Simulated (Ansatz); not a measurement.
# GaN: the cost of one run

Method: DFT PBE, scalar-relativistic, plane waves, PAW, in Ansatz 0.2.0.

3 further runs of the same task are left out: 3 set aside as unsound or not needed.

**1. The system as given**

The structure is cubic, space group F-43m (No. 216). Conventional cell: a = 4.548 Å, b = 4.548 Å, c = 4.548 Å, α = 90.00°, β = 90.00°, γ = 90.00°. Around Ga (site symmetry -43m) lie 4 N at 1.97 Å. N (site symmetry -43m) has 4 Ga at 1.97 Å as nearest neighbours.

Coordinates:

```xyz
2
Lattice="0.0000 2.2742 2.2742 2.2742 0.0000 2.2742 2.2742 2.2742 0.0000" Properties=species:S:1:pos:R:3 pbc="T T T"
Ga    0.0000    0.0000    0.0000
N     3.4114    3.4114    3.4114
```

It goes back to an entry of the Materials Project.

It is the result of an earlier relaxation at this level (volume 11.76 Å³/atom; gap on the mesh: 1.54 eV).

The host's static dielectric tensor, from an earlier linear-response run, has a mean of 11.00.

**2. Reference: the perfect crystal in the supercell**

Contents of input.yaml:

```yaml
crystal:
  lattice:
    - [0.0, 4.5484769843, -4.5484769843]
    - [4.5484769843, 4.5484769843, 0.0]
    - [4.5484769843, 0.0, -4.5484769843]
  atoms:
    - { symbol: Ga, position: [0.0, 0.0, 0.5] }
    - { symbol: Ga, position: [0.0, 0.5, 0.5] }
    - { symbol: Ga, position: [0.5, 0.0, 0.5] }
    - { symbol: Ga, position: [0.5, 0.5, 0.5] }
    - { symbol: Ga, position: [0.0, 0.0, 1.0] }
    - { symbol: Ga, position: [0.0, 0.5, 1.0] }
    - { symbol: Ga, position: [0.5, 0.0, 1.0] }
    - { symbol: Ga, position: [0.5, 0.5, 1.0] }
    - { symbol: "N", position: [0.125, 0.125, 0.125] }
    - { symbol: "N", position: [0.125, 0.625, 0.125] }
    - { symbol: "N", position: [0.625, 0.125, 0.125] }
    - { symbol: "N", position: [0.625, 0.625, 0.125] }
    - { symbol: "N", position: [0.125, 0.125, 0.625] }
    - { symbol: "N", position: [0.125, 0.625, 0.625] }
    - { symbol: "N", position: [0.625, 0.125, 0.625] }
    - { symbol: "N", position: [0.625, 0.625, 0.625] }
basis:
  ecutwfc: 420
  xc_grid: 2
kpoints:
  mp_grid: { grid: [4, 4, 4], shift: [0.0, 0.0, 0.0] }
hamiltonian:
  xc: pbe
scf:
  occupations: { method: gaussian, width: 0.01 }
output:
  forces: true
  stress: true
  eigenvalues: true
  write_density: true
  write_potential: true
  elf: true
  volumetric_format: npy
```

Run with:

```console
$ ansatz run input.yaml --threads 4 --pin off --max-ram 8192MiB --backend cpu --events-out ev --progress --plain --runs-dir out
```

**Question.** How long does this run take on 4 threads of Arm Neoverse V1, shared host, and how much memory does it need?

About 4.9 s, with a peak of 0.64 GiB.
